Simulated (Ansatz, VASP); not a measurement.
**Two plane-wave programs on WC3**

```
W C
1.0
     2.85463    0.00000    0.00000
     0.00000    3.72897    0.00000
     0.00000    0.00000    3.78354
W C
1 3
Direct
  0.00000 0.50000 0.02058
  0.50000 0.50000 0.56367
  0.50000 0.19093 0.30879
  0.50000 0.80907 0.30879
```

Alike in both runs: functional PBE; k mesh 16 × 12 × 12; occupations gaussian, width 0.1 eV; no spin polarisation.

Ansatz relaxed the structure, and its values are those at the end. VASP's run is a single point on that final structure, the one shown.

|  | VASP | Ansatz |
| --- | --- | --- |
| version | VASP 6.6.1 | Ansatz 0.2.0 |
| potentials or method | VASP PAW PBE potentials, release 64 (W_sv, C) | scalar-relativistic, plane waves, PAW |
| plane-wave cutoff (eV) | 520 | 420 |
| valence electrons in the cell | 26 | 26 |

Ansatz gave:

```
gap on the k mesh at the Fermi level (eV) : none
pressure (GPa)                            : 0.0
rms of the force components (eV/Å)        : 0.001
```

**Question.** Estimate VASP's values.

**Answer.** gap on the k mesh at the Fermi level (eV): none; pressure (GPa): 0.8; rms of the force components (eV/Å): 0.023.

A gap of «none» marks a metal or a gap that the smearing closes.

Spin-orbit coupling is left out, which matters for the levels of W.
